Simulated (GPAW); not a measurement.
HfN:

```
Hf N
1.0
     3.13391    0.00000    0.00000
    -1.56695    2.71404    0.00000
     0.00000    0.00000    5.41677
Hf N
2 2
Direct
  0.33333 0.66667 0.25000
  0.66667 0.33333 0.75000
  0.00000 0.00000 0.50000
  0.00000 0.00000 0.00000
```

The cell comes from a database or a generator and needn't be the stable form of this composition.

Base run:

| Item | Value |
| --- | --- |
| Program | GPAW 26.7.0 |
| Functional | LDA |
| Potentials or basis | the program's PAW data sets (release 1.2.1) made for this functional |
| Cutoff | 800 eV |
| Basis | pw |
| k mesh | 7 × 7 × 4 |
| Occupations | fermi-dirac, width 0.05 eV |
| Spin | no spin polarisation |

Its results: pressure -9.4 GPa.

After a change of settings the same cell gave: pressure 2.9 GPa. Which change was it?
A. functional from LDA to PBEsol; potentials or basis from the program's PAW data sets (release 1.2.1) made for this functional to PAW data sets generated in the run's folder for this functional
B. cutoff from 800 eV to 600 eV; k mesh from 7 × 7 × 4 to 8 × 8 × 4
C. functional from LDA to r2SCAN; potentials or basis from the program's PAW data sets (release 1.2.1) made for this functional to GPAW PAW data sets (gpaw-data 1.2.1)

C.

Caveats: the PAW data sets were made with another functional, which shifts forces and pressure a little (some runs).

Not every run made on this cell is shown here.
